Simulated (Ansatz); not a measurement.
# InP (F-43m) in Ansatz: notebook, part 2 of 2

Ansatz 0.2.0.

### 4 Single point, PBE

Contents of input.yaml:

```yaml
crystal:
  lattice:
    - [0.0, 2.9305, 2.9305]
    - [2.9305, 0.0, 2.9305]
    - [2.9305, 2.9305, 0.0]
  atoms:
    - { symbol: In, position: [0.0, 0.0, 0.0] }
    - { symbol: P, position: [0.75, 0.75, 0.75] }
hamiltonian:
  xc: pbe
  pseudopotentials: { kind: paw }
kpoints:
  mp_grid: { grid: [8, 8, 8] }
scf:
  occupations: { method: fermi_dirac, width: 0.05 }
basis:
  ecutwfc: "500 eV"
output:
  forces: true
  stress: true
  eigenvalues: true
```

Potentials or basis: Ansatz PAW.

Command:

```
$ ansatz run input.yaml --threads 2 --pin off --max-ram 5120MiB --backend cpu --events-out ev --progress --plain --runs-dir out
```

What it wrote:

```text
Warning: RAYON_NUM_THREADS=2 ignored (pool sized by the plan → 2); use --threads N
Engine: ansatz 0.2.0, aarch64-unknown-linux-gnu
Pseudopotentials: kind: paw
Pseudopotential: In, paw, valence charge 13, recommended cutoff 420 eV (normal), In.paw.azcp
Pseudopotential: P, paw, valence charge 5, recommended cutoff 420 eV (normal), P.paw.azcp
Functional definition: PBE
  parameter kappa = 0.804
  parameter beta = 0.06672455060314922
  exchange = pbe_x(kappa = kappa, mu = beta*pi^2/3)
  correlation = pbe_c(beta = beta)
Crystal: 2 atoms, lattice volume = 50.333 Å³
Basis set: ecut = 500 eV, 1243 PW (Γ), exchange–correlation on 64×64×64 points (8 copies of the dense FFT grid, shifted against one another)
Bands: 13, of which v1, the nominal top of the filled ones, is band 9 counted from 1 (8 counted from 0)
Symmetry: 24 space group operations
Space group: F-43m (ITA 216), of the structure as read, at distance tolerance 3.7e-5 Å
k-points: 29 of 512 (time reversal used)
Non-local potential: In, projectors of the file, l = 0: 2, l = 1: 2, l = 2: 2, l = 3: 2
Non-local potential: P, projectors of the file, l = 0: 2, l = 1: 2, l = 2: 2
PAW form: soft (Blöchl's): semilocal exchange-correlation on the pseudo side does not see the compensation charge
PAW one-centre angular grid: In, 590 points (default); XC on 64 Gauss nodes
PAW one-centre angular grid: P, 110 points (default); XC on 64 Gauss nodes
Initial density: superposition of atomic densities (neutral atoms: chi_scale 0, normalization atom), corrected by the library's trained network
Initial wavefunctions: pseudopotential atomic-orbital guess
Functional: x = pbe(κ = 0.804, μ = 0.2195149727645171), c = pbe(β = 0.06672455060314922)
SCF iter   1: F=—  HF=-6353.985155 eV  |F-HF|=—  |Δ(HF+E_count)|=         —  Δρ=1.94e-3  dr2=4.06e-3  ethr=1.77e-3  ⟨swp⟩=6.4  Hψ=2570  notcnv=0
preconditioner: auto → none  [insulator: Δε(μ)=0.702 eV  Ē_g=14.748 eV  σ=0.050 eV  W_gap=1.00  n_scr=14 (ndim 8)  ℏωp=22.2 eV  f_vac=0.019  D(μ)=0.00/eV (n_scr^D=0)  ε∞_Penn≈3.3]
SCF iter   2: F=—  HF=-6353.983064 eV  |F-HF|=—  |Δ(HF+E_count)|=   2.09e-3  Δρ=1.24e-3  dr2=7.21e-4  ethr=2.26e-5  ⟨swp⟩=2.0  Hψ=962  notcnv=0
SCF iter   3: F=—  HF=-6353.982855 eV  |F-HF|=—  |Δ(HF+E_count)|=   2.08e-4  Δρ=3.84e-4  dr2=6.52e-5  ethr=4.00e-6  ⟨swp⟩=2.0  Hψ=636  notcnv=0
SCF iter   4: F=—  HF=-6353.982894 eV  |F-HF|=—  |Δ(HF+E_count)|=   3.87e-5  Δρ=1.21e-4  dr2=5.71e-6  ethr=3.62e-7  ⟨swp⟩=2.0  Hψ=638  notcnv=0
SCF iter   5: F=—  HF=-6353.982896 eV  |F-HF|=—  |Δ(HF+E_count)|=   2.16e-6  Δρ=7.13e-5  dr2=2.24e-6  ethr=3.17e-8  ⟨swp⟩=2.0  Hψ=645  notcnv=0
SCF iter   6: F=-6353.982895 eV  HF=-6353.982895 eV  |F-HF|=5.05e-8  |Δ(HF+E_count)|=   5.98e-7  Δρ=1.38e-5  dr2=7.97e-8  ethr=5.56e-10  ⟨swp⟩=5.0  Hψ=2137  notcnv=0
SCF 1 converged in 6 iterations: F = -6353.982895 eV  dr2 = 7.97e-8
SCF converged after 6 iterations
Free energy (F): -6353.982895 eV
Harris-Foulkes:  -6353.982895 eV  (|F-HF|=5.05e-8)
Internal energy: -6353.982891 eV  (E = F + TS)
E sigma→0 (E₀):  -6353.982893 eV
Entropy (-TS):   -0.000005 eV (-0.002 meV/atom)
Fermi energy:    7.385049 eV
--- Per-component energies (eV) ---
  E_band       = -52.091956
  E_kinetic    = 313.931135
  E_local      = -1398.267440  (includes V_loc(G=0)·N_el)
  E_nonlocal   = 401.358636
  E_hartree    = 551.622498
  E_xc         = -276.735056
  E_vxc        = -160.041355  (∫ρ·V_xc dr)
  E_paw        = -4725.184386  (= ΣΔE_a)
  E_vpaw       = -312.326825  (= ΣTr[D̂ρ^β])
  E_aug_tail   = 0.000008  (compensation charges beyond the density's cutoff)
  E_ewald      = -1220.708286
  E_smearing   = -0.000005  (= −TS)
  E_closure    = 0.000000  (closes the sum)
  Σ components = -6353.982895   (vs F -6353.982895, Δ=0.00e0)
--- Forces (eV/Å), atoms counted from 1 ---
  atom   1  In    -0.00000000    -0.00000000    -0.00000000
  atom   2  P      0.00000000     0.00000000    -0.00000000
  max |Σ_I F_I| component: 3.70e-17 eV/Å
--- Stress (GPa, compression-positive) ---
        3.329706       0.000000      -0.000000
        0.000000       3.329706       0.000000
       -0.000000       0.000000       3.329706
  P = ⅓ Tr σ = 3.3297 GPa (33.297 kbar)
--- Band table (eV; the first three rows and the last of 29) ---
  k-point 0: bands = ["-7.1911", "-7.1911", "-7.1911", "-7.0389", "-7.0389", "-4.5206", "6.9961", "6.9961", "6.9961", "7.7113", "11.0857", "11.0857", "11.0857"]
  k-point 1: bands = ["-7.2101", "-7.1836", "-7.1836", "-7.0388", "-7.0388", "-4.3420", "5.4591", "6.8102", "6.8102", "8.6533", "11.2393", "11.3625", "11.3625"]
  k-point 2: bands = ["-7.2535", "-7.1677", "-7.1677", "-7.0362", "-7.0362", "-3.8435", "3.5579", "6.4392", "6.4392", "8.7949", "11.7854", "11.7854", "12.3166"]
  k-point 28: bands = ["-7.3432", "-7.1309", "-7.0949", "-7.0594", "-7.0238", "-2.0636", "1.3991", "4.0454", "4.0866", "11.2872", "11.3767", "12.5663", "13.2010"]
```

It took 1.4 s on 2 threads of Arm Neoverse V2, shared host; peak memory 0.33 GiB.

Results:

| Quantity | Value |
| --- | --- |
| Free energy | -6353.9829 eV |
| Pressure | 3.3 GPa |
| Band gap on the k mesh | 0.72 eV, direct |

Caveat: spin-orbit coupling is left out, which moves the levels of the heavy elements.

### 5 Overview

```csv
task,level,cell,cutoff (eV),gap on the mesh (eV),pressure (GPa),relaxed volume (Å³/atom)
relaxation of cell and atoms,PBEsol+D3(BJ),relaxed,420,0.72,0.0,24.70
relaxation of cell and atoms,m-r2SCAN,relaxed,500,1.03,0.0,25.77
single point,PBE,as given,500,0.72,3.3,-
```

Alike in all rows: potentials or basis Ansatz PAW; no spin polarisation; k mesh 8 × 8 × 8; smearing fermi-dirac 0.05 eV.

Caveats: spin-orbit coupling is left out, which moves the levels of the heavy elements; the plane-wave basis is chosen anew once the cell has moved, so the energies of steps on either side of that aren't comparable (some runs); the PAW data sets come from PBE, with cores solved anew for the run's functional, which leaves a small shift of forces and pressure (some runs).

Total energies depend on the potentials used, so only differences within one code and one set of settings carry meaning.

### 6 Comparison with measurements

Step 4. Measured gap of InP: 1.4236 eV (direct; 1.6 K; a printed reference work, data compilation). This calculation gives 0.72 eV (-0.71 eV). Spin-orbit coupling on In is left out. The value is that of PBE, without temperature or zero-point motion. Semilocal functionals fall short of measured gaps as a rule.
